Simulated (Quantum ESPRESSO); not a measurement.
**MgS (Niningerite): dielectric tensor and Born charges under several settings**

```xyz
2
Lattice="0.0000 2.6016 2.6016 2.6016 0.0000 2.6016 2.6016 2.6016 0.0000" Properties=species:S:1:pos:R:3 pbc="T T T"
S     2.6016    2.6016    2.6016
Mg    0.0000    0.0000    0.0000
```

All runs used Quantum ESPRESSO 7.5; potentials GBRV 1.5 LDA; given cell; no spin polarisation; cutoff 612 eV; occupations smeared at first, fixed for the response.

| level | k mesh (s: shifted) | pressure (GPa) | ε∞ (diagonal) | Born charge of atom 1 (e) | sum of the Born charges (e) |
| --- | --- | --- | --- | --- | --- |
| LDA | 4 × 4 × 4 | -3.0 | 7.01 | -2.89 | -0.56 |
| LDA | 6 × 6 × 6 | -3.3 | 5.86 | -2.42 | -0.08 |
| LDA | 8 × 8 × 8 | -3.4 | 5.65 | -2.35 | -0.01 |
| LDA | 10 × 10 × 10 | ? | ? | ? | ? |
| LDA | 12 × 12 × 12 | -3.4 | 5.60 | -2.34 | 0.00 |

Q: What stands in the row left open?

A: Pressure -3.4 GPa; ε∞ 5.61; Born charge of atom 1 -2.34 e; sum of the Born charges 0.00 e.

Caveats: some runs use coarse meshes; on a mesh that holds Γ this program's dielectric tensor can be off by some percent beyond the error of the mesh; the cell is more than 3 GPa from zero pressure, which shifts response properties (some runs).

For the row left open. Caveat: the cell is more than 3 GPa from zero pressure, which shifts response properties; on a mesh that holds Γ this program's dielectric tensor can be off by some percent beyond the error of the mesh.
